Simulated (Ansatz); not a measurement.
# SnO (Pmn2_1), random displacements

The calculation used DFT PBEsol, scalar-relativistic, plane waves, PAW (Ansatz). The runs took a 420 eV cutoff, a Γ-centred 8×6×8 mesh and Gaussian smearing (0.05 eV). No spin polarisation. Energies are free energies at this smearing, counted from the undisturbed cell; pressure is positive in compression.

The starting cell (relaxed at this level; this form isn't the usual structure):

```
Sn O
1.0
     3.31561    0.00000    0.00000
     0.00000    5.70499    0.00000
     0.00000    0.00000    3.89416
Sn O
2 2
Direct
  0.00000 0.23379 0.52617
  0.50000 0.76621 0.02617
  0.00000 0.88536 0.72383
  0.50000 0.11464 0.22383
```

The cell holds layers and no dispersion correction was added, so their binding is poorly described.

The atoms are displaced (Å, in the unstrained cell):

| atom | ux | uy | uz |
| --- | --- | --- | --- |
| Sn1 | 0.063 | -0.068 | -0.074 |
| Sn2 | -0.059 | 0.105 | 0.031 |
| O3 | 0.011 | -0.002 | 0.017 |
| O4 | -0.016 | -0.035 | 0.027 |

The cell is not strained.

Problem. What are the energy change, the stress and the forces?

Solution. ΔE = 65.0 meV/atom; stress (xx, yy, zz, yz, xz, xy; compression positive) (6.82, 10.19, 6.05, 3.14, -0.47, -1.83) GPa; gap on the mesh 1.41 eV.
```tsv
atom	Fx (eV/Å)	Fy	Fz
Sn1	-0.80	1.45	1.02
Sn2	0.51	-2.37	-0.21
O3	-0.46	0.27	-0.34
O4	0.75	0.64	-0.47
```